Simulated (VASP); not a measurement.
# GaN (P6_3mc) in VASP: notebook

The runs below take GaN through relaxation of cell and atoms, with PBE.

All numbers are computed with VASP 6.6.1; they aren't measurements. Logs are shortened: lines on timing, memory, paths and dates and some standing lists are left out, and cuts for length are marked.

## (1) The structure

It takes space group P6_3mc (No. 186, hexagonal). Conventional cell: a = 3.180 Å, b = 3.180 Å, c = 5.166 Å, α = 90.00°, β = 90.00°, γ = 120.00°. Ga (site symmetry 3m) is surrounded by 4 N at 1.94 to 1.95 Å. Around N (site symmetry 3m) lie 4 Ga at 1.94 to 1.95 Å.

## (2) Relaxation of cell and atoms, PBE

Input file INCAR:

```
SYSTEM = GaN
PREC     = Accurate       ! precision mode
ENCUT    = 520            ! plane-wave cutoff, eV
EDIFF    = 1E-7           ! SCF threshold, eV
ISMEAR   = 0              ! smearing method
SIGMA    = 0.02           ! smearing width, eV
LREAL    = .FALSE.        ! projectors in reciprocal space
LASPH    = .TRUE.         ! aspherical terms in the spheres
NELM     = 60             ! most SCF steps
ALGO     = Normal         ! electronic algorithm
ISIF     = 3              ! what is computed and relaxed
LWAVE    = .FALSE.        ! write WAVECAR
LCHARG   = .FALSE.        ! write CHGCAR
GGA      = PE             ! functional
IBRION   = 2              ! ionic algorithm
NSW      = 80             ! ionic steps
EDIFFG   = -0.002         ! ionic threshold
KPAR     = 4
```

Input file KPOINTS:

```
regular mesh
0
G
  12 12 6
  0 0 0
```

Input file POSCAR:

```
GaN
1.0
    3.1800000000      0.0000000000      0.0000000000
   -1.5900000000      2.7539607800      0.0000000000
    0.0000000000      0.0000000000      5.1660000000
Ga N
2 2
Direct
    0.3333333300      0.6666666700      0.0000000000
    0.6666666700      0.3333333300      0.5000000000
    0.3333333300      0.6666666700      0.3750000000
    0.6666666700      0.3333333300      0.8750000000
```

Potentials or basis: VASP PAW PBE potentials, release 64 (Ga_d, N).

On the command line:

```sh
> cat potpaw_PBE.64/Ga_d/POTCAR potpaw_PBE.64/N/POTCAR > POTCAR
> mpirun -np 4 vasp_std > vasp.out
```

OUTCAR:

```text
SYSTEM = GaN
   PREC = Accurate
   ENCUT = 520
   EDIFF = 1E-7
   ISMEAR = 0
   LREAL = .FALSE.
   LASPH = .TRUE.
   NELM = 60
   ISIF = 3
   GGA = PE
   IBRION = 2
   NSW = 80
   EDIFFG = -0.002

 ion  position               nearest neighbor table
   1  0.333  0.667  0.000-   3 1.94   4 1.95   4 1.95   4 1.95
   2  0.667  0.333  0.500-   4 1.94   3 1.95   3 1.95   3 1.95
   3  0.333  0.667  0.375-   1 1.94   2 1.95   2 1.95   2 1.95
   4  0.667  0.333  0.875-   2 1.94   1 1.95   1 1.95   1 1.95

  LATTYP: Found a hexagonal cell.
 ALAT       =     3.1800000000
 C/A-ratio  =     1.6245283019

  Lattice vectors:

 A1 = (   3.1800000000,   0.0000000000,   0.0000000000)
 A2 = (  -1.5900000000,   2.7539607800,   0.0000000000)
 A3 = (   0.0000000000,   0.0000000000,   5.1660000000)

Analysis of symmetry for initial positions (statically):
=====================================================================
 Subroutine PRICEL returns:
 Original cell was already a primitive cell.

 Routine SETGRP: Setting up the symmetry group for a
 hexagonal supercell.

 Subroutine GETGRP returns: Found 12 space group operations
 (whereof  6 operations were pure point group operations)
 out of a pool of 24 trial point group operations.

The static configuration has the point symmetry C_3v.
 The point group associated with its full space group is C_6v.

Analysis of symmetry for dynamics (positions and initial velocities):
=====================================================================
 Subroutine PRICEL returns:
 Original cell was already a primitive cell.

 Routine SETGRP: Setting up the symmetry group for a
 hexagonal supercell.

 Subroutine GETGRP returns: Found 12 space group operations
 (whereof  6 operations were pure point group operations)
 out of a pool of 24 trial point group operations.

The dynamic configuration has the point symmetry C_3v.
 The point group associated with its full space group is C_6v.

 Subroutine INISYM returns: Found 12 space group operations
 (whereof  6 operations are pure point group operations),
 and found     1 'primitive' translations

----------------------------------------------------------------------------------------

                                     Primitive cell

  volume of cell :      45.2417
[... 100 lines left out ...]
   ISYM   =      2    0-nonsym 1-usesym 2-fastsym
   POTIM  = 0.5000    time-step for ionic-motion
   TEBEG  =    0.0;   TEEND  =   0.0 temperature during run
   PSTRESS=    0.0 pullay stress
   NELECT =      36.0000    total number of electrons
   NUPDOWN=      -1.0000    fix difference up-down
   EMIN   =  10.00;   EMAX   =-10.00  energy-range for DOS
   EFERMI =   0.00;   METHOD = LEGACY
   ISMEAR =     0;   SIGMA  =   0.02  broadening in eV -4-tet -1-fermi 0-gaus
   EFERMI_NEDOS =   21; number of points for ismear=-14 and -15
   IALGO  =     38    algorithm
   IMIX   =      4    mixing-type and parameters
     AMIX     =   0.40;   BMIX     =  1.00
     AMIX_MAG =   1.60;   BMIX_MAG =  1.00
  volume/ion in A,a.u.               =      11.31        76.33
  Fermi-wavevector in a.u.,A,eV,Ry     =   1.517036  2.866782 31.312427  2.301398
  Thomas-Fermi vector in A             =   2.626345
   LORBIT       =      0    0 simple, 1 ext, 2 COOP (PROOUT), +10 PAW based schemes
   GGA     = PE    functional components
   LHFCALC =     F    Hartree Fock is set to
   AEXX    =    0.0000 exact exchange contribution
   IVDW    =     0    specifies the selected vdW correction
   LEPSILON=     F    determine dielectric tensor
   LRPA    =     F    only Hartree local field effects (RPA)
 conjugate gradient relaxation of ions
 non-spin polarized calculation
 Gauss-broadening in eV      SIGMA  =   0.02
  energy-cutoff  :      520.00
  volume of cell :       45.24
 maximum number of plane-waves:      1236
 NGX is ok and might be reduce to    24
   NGX = 11   NGY = 11   NGZ = 19

--------------------------------------- Ionic step        1  -------------------------------------------

 number of electron      36.0000002 magnetization

 Free energy of the ion-electron system (eV)
  ---------------------------------------------------
  ext. energy  EPLUGINS =         0.00000000
  ---------------------------------------------------
  free energy    TOTEN  =       -24.28509774 eV

  energy without entropy =      -24.28509774  energy(sigma->0) =      -24.28509774

------------------------ aborting loop because EDIFF is reached ----------------------------------------

  FORCE on cell =-STRESS in cart. coord.  units (eV):
  Direction    XX          YY          ZZ          XY          YZ          ZX
  --------------------------------------------------------------------------------------
  -------------------------------------------------------------------------------------
  Total        1.8638947      1.8638946      2.4780818      0.0000000     -0.0000000      0.0000000
  in kB       66.0074068     66.0074066     87.7580459      0.0000000     -0.0000000      0.0000000
  external PRESSURE =      73.2576198 kB  Pullay stress =       0.0000000 kB
[... 253 lines left out ...]
--------------------------------------- Ionic step        8  -------------------------------------------

 number of electron      35.9999956 magnetization

 Free energy of the ion-electron system (eV)
  ---------------------------------------------------
  ext. energy  EPLUGINS =         0.00000000
  ---------------------------------------------------
  free energy    TOTEN  =       -24.32673492 eV

  energy without entropy =      -24.32673492  energy(sigma->0) =      -24.32673492

 E-fermi :   5.1162     XC(G=0): -11.5129

 val. band max:        5.0047936664   @ k =   0.0000   0.0000   0.0000
 cond. band min:       6.7173018144   @ k =   0.0000   0.0000   0.0000
 fundamental gap:      1.7125081480
 Fermi energy:         5.1162009784

 k-point     1 :       0.0000    0.0000    0.0000
  band No.  band energies     occupation
      1     -10.7273      2.00000
      2      -9.9056      2.00000
      3      -8.4159      2.00000
      4      -8.4016      2.00000
      5      -8.4016      2.00000
      6      -8.3459      2.00000
[... 589 lines left out ...]
     21      11.8896      0.00000
     22      13.0700      0.00000

 [... further k-points ...]

------------------------ aborting loop because EDIFF is reached ----------------------------------------

  FORCE on cell =-STRESS in cart. coord.  units (eV):
  Direction    XX          YY          ZZ          XY          YZ          ZX
  --------------------------------------------------------------------------------------
  -------------------------------------------------------------------------------------
  Total        0.0020291      0.0020291      0.0020850      0.0000000      0.0000000     -0.0000000
  in kB        0.0690928      0.0690928      0.0709981      0.0000000      0.0000000     -0.0000000
  external PRESSURE =       0.0697279 kB  Pullay stress =       0.0000000 kB
[... 19 lines left out ...]
  FREE ENERGIE OF THE ION-ELECTRON SYSTEM (eV)
  ---------------------------------------------------
  free  energy   TOTEN  =       -24.3267349207 eV

  energy  without entropy=      -24.3267349207  energy(sigma->0) =      -24.32673492

 reached required accuracy - stopping structural energy minimisation
```

OSZICAR:

```text
N       E                     dE             d eps       ncg     rms          rms(c)
DAV:   1     0.278506256221E+03    0.27851E+03   -0.18590E+04  3506   0.306E+03
[... 73 lines left out ...]
DAV:   1    -0.243268051921E+02   -0.77236E-04   -0.11325E-03  4278   0.760E-01    0.523E-02
DAV:   2    -0.243267517304E+02    0.53462E-04   -0.14459E-04  4634   0.301E-01    0.252E-02
DAV:   3    -0.243267361484E+02    0.15582E-04   -0.34963E-05  5286   0.137E-01    0.522E-03
DAV:   4    -0.243267357979E+02    0.35057E-06   -0.55622E-06  3374   0.208E-02    0.423E-03
DAV:   5    -0.243267352102E+02    0.58765E-06   -0.47616E-07  4042   0.629E-03    0.236E-03
DAV:   6    -0.243267349178E+02    0.29242E-06   -0.27828E-07  1874   0.718E-03    0.307E-04
DAV:   7    -0.243267349207E+02   -0.29031E-08   -0.85790E-08  1852   0.276E-03
   8 F= -.24326735E+02 E0= -.24326735E+02  d E =-.131685E-04
```

Run time: 58 s. Hardware: 4 MPI ranks of AMD EPYC 9R45 (Zen 5), shared host; peak memory 0.19 GiB.

Results:

```
Free energy                            : -24.3267 eV
Relaxed volume                         : 11.76 Å³/atom
Relaxed cell                           : a = 3.219 Å, b = 3.219 Å, c = 5.244 Å, α = 90.00°, β = 90.00°, γ = 120.00°
Space group after relaxing (to 0.05 Å) : P6_3mc (No. 186)
Energy gained by relaxing              : 10.4 meV/atom
Ionic steps                            : 8
Pressure after relaxing                : 0.0 GPa
Band gap on the k mesh                 : 1.71 eV, direct
```

Step by step:
```csv
step,energy change (eV),largest force (eV/Å),pressure (GPa),volume (Å³)
1,0.0000,0.1346,7.33,45.24
2,-0.0112,0.0612,-5.40,48.71
3,-0.0416,0.0120,-0.01,47.05
4,-0.0416,0.0139,0.13,47.02
5,-0.0416,0.0076,0.12,47.02
6,-0.0416,0.0024,0.12,47.02
7,-0.0416,0.0009,-0.09,47.08
8,-0.0416,0.0005,0.01,47.05
```

Final structure:
```xyz
4
Lattice="3.2187 0.0000 0.0000 -1.6093 2.7875 0.0000 0.0000 0.0000 5.2443" Properties=species:S:1:pos:R:3 pbc="T T T"
Ga    0.0000    1.8583    5.2399
Ga    1.6093    0.9292    2.6177
N     0.0000    1.8583    1.9711
N     1.6093    0.9292    4.5933
```

PBE usually gives volumes a little too large and moduli too small. Zero-point motion and thermal expansion aren't in these numbers.

## (3) Relaxation of cell and atoms, PBE

This run uses another cell than the first one, of 11.76 Å³/atom, 1.040 times its volume.

INCAR is that of step 2.

KPOINTS is that of step 2.

Input file POSCAR:

```
GaN                                     
1.0
    3.2186943934      0.0000000000      0.0000000000
   -1.6093471967      2.7874711075     -0.0000000000
   -0.0000000000     -0.0000000000      5.2443324910
  Ga              N             
     2     2
Direct
     0.3333333300000021    0.6666666699999979    0.9991469134485309
     0.6666666699999979    0.3333333300000021    0.4991469134485308
     0.3333333300000021    0.6666666699999979    0.3758530865514692
     0.6666666699999979    0.3333333300000021    0.8758530865514691
```

Potentials or basis: VASP PAW PBE potentials, release 64 (Ga_d, N).

On the command line:

```sh
> cat potpaw_PBE.64/Ga_d/POTCAR potpaw_PBE.64/N/POTCAR > POTCAR
> mpirun -np 4 vasp_std > vasp.out
```

Wall time 14 s (4 MPI ranks of AMD EPYC 9R45 (Zen 5), shared host); peak memory 0.18 GiB.

The run converged. Its results:

```
Free energy             : -24.3279 eV
Pressure after relaxing : 0.0 GPa
Band gap on the k mesh  : 1.71 eV, direct
```

Final structure:
```cif
data_structure
_symmetry_space_group_name_H-M 'P 1'
_symmetry_Int_Tables_number 1
_cell_length_a 3.2187
_cell_length_b 3.2187
_cell_length_c 5.2443
_cell_angle_alpha 90.000
_cell_angle_beta 90.000
_cell_angle_gamma 120.000
_cell_volume 47.05
loop_
_atom_site_label
_atom_site_type_symbol
_atom_site_fract_x
_atom_site_fract_y
_atom_site_fract_z
_atom_site_occupancy
Ga1 Ga 0.33333 0.66667 0.99915 1
Ga2 Ga 0.66667 0.33333 0.49915 1
N1 N 0.33333 0.66667 0.37585 1
N2 N 0.66667 0.33333 0.87585 1
```

Levels at points of the mesh, in eV from the valence-band top:
```csv
k point,band 14,band 15,band 16,band 17,band 18,band 19,band 20,band 21,band 22
"(0.00, 0.00, 0.00)",-1.00,-1.00,-0.04,0.00,0.00,1.71,4.06,9.02,9.73
"(0.50, 0.00, 0.00)",-5.19,-4.06,-2.64,-2.11,-0.96,4.98,5.37,5.98,8.34
"(0.00, 0.00, 0.50)",-3.79,-0.51,-0.51,-0.51,-0.51,4.06,4.06,8.31,8.31
"(0.50, 0.00, 0.50)",-6.44,-1.87,-1.87,-1.83,-1.83,4.31,4.31,7.57,7.57
```

Caveat: the relaxation stopped at its first step, so nothing moved. Expect the measured gap to be larger: semilocal functionals such as PBE lack the derivative discontinuity.
